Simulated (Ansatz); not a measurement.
# Ta2C: the cost of one run

Method: DFT r2SCAN, scalar-relativistic, plane waves, PAW, in Ansatz 0.2.0.

1 further run of the same task is left out (it didn't finish).

## Step 1: The structure to begin with

The structure is trigonal, space group P-3m1 (No. 164). The conventional cell has a = 3.106 Å, b = 3.106 Å, c = 4.946 Å, α = 90.00°, β = 90.00°, γ = 120.00°. Around Ta (site symmetry 3m) lie 3 C at 2.18 Å. C (site symmetry -3m) is surrounded by 6 Ta at 2.18 Å.

As a file:

```
CELL_PARAMETERS angstrom
3.10590 0.00000 0.00000
-1.55295 2.68979 0.00000
0.00000 0.00000 4.94640
ATOMIC_POSITIONS crystal
Ta 0.33333 0.66667 0.25201
Ta 0.66667 0.33333 0.74799
C 0.00000 0.00000 0.00000
```

(A quick probe on a coarse mesh, which set the mesh and smearing, is not shown.)

## Step 3: Rough relaxation on the coarse mesh

input.yaml reads:

```yaml
crystal:
  lattice:
    - [3.1059007354, 0.0, 0.0]
    - [-1.5529503677, 2.6897889385, 0.0]
    - [0.0, 0.0, 4.9464]
  atoms:
    - { symbol: Ta, position: [0.3333333333, 0.6666666667, 0.25201] }
    - { symbol: Ta, position: [0.6666666667, 0.3333333333, 0.74799] }
    - { symbol: C, position: [0.0, 0.0, 0.0] }
basis:
  ecutwfc: 500
kpoints:
  mp_grid: { grid: [6, 6, 4] }
hamiltonian:
  xc: r2scan
scf:
  occupations: { method: gaussian, width: 0.1 }
  lower_state_search: "off"
output:
  forces: true
  stress: true
  eigenvalues: true
relax:
  adjacent_minimum: "off"
  f_tol: 0.04
  max_steps: 70
  cell: { stress_tol: 0.4 }
```

Launch:

```
$ ansatz run input.yaml --threads 1 --pin off --max-ram 3072MiB --backend cpu --events-out ev --progress --plain --runs-dir out
```

What time and memory should one allow on 1 thread of Arm Neoverse V1, shared host?

About 18 s, with a peak of 0.41 GiB.
